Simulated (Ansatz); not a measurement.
Runs of Ansatz 0.2.0 on TePb. It takes space group Pm-3m (No. 221, cubic). The conventional cell has a = 4.002 Å, b = 4.002 Å, c = 4.002 Å, α = 90.00°, β = 90.00°, γ = 90.00°. Pb (site symmetry m-3m) is surrounded by 8 Te at 3.47 Å. Te (site symmetry m-3m) has 8 Pb at 3.47 Å as nearest neighbours. Measurements of this composition are mostly on another form, of space group No. 225.

```tsv
task	level	potentials or basis	spin	cell	k mesh	cutoff (eV)	smearing	mesh quality	gap on the mesh (eV)	pressure (GPa)
relaxation of cell and atoms	exchange-only PBE	Ansatz PAW earlier set	off	relaxed from: volume scaled by 1.15	7 × 7 × 7	700	gaussian 0.15 eV	not flagged	-	0.0
single point	PBE	Ansatz PAW	off	as given	7 × 7 × 7	420	fermi-dirac 0.05 eV	not flagged	none	0.0
density of states	HSE03	SPMS NC	off	as given	4 × 4 × 4	680	methfessel-paxton 0.1 eV	coarse	none	-1.3
projected density of states	rPW86-PBE+D3(BJ)	PseudoDojo standard (PBE files)	SOC, no magnetisation	as given	7 × 7 × 7	1088	fermi-dirac 0.05 eV	not flagged	none	1.2
electric field gradients	HSE03	Ansatz PAW	SOC, no magnetisation	as given	4 × 4 × 4	420	methfessel-paxton 0.1 eV	coarse	none	(a)
```

Task: Fill in the values left out.

Result: (a) 0.1.

Caveats: some runs use coarse meshes; the PAW data sets come from PBE, with cores solved anew for the run's functional, which leaves a small shift of forces and pressure (some runs); the potentials were made for another functional, which shifts forces and pressure (some runs); the thresholds are loose for stress (some runs); the plane-wave basis is chosen anew once the cell has moved, so the energies of steps on either side of that aren't comparable (some runs); pairwise dispersion overbinds metals, which lowers pressure and volume (some runs).

A k mesh can miss the band edges, and rows without SOC leave out spin-orbit coupling on Pb, Te.

A gap of «none» marks a metal or a gap under the smearing width.

The runs don't all hold the same shells in valence.
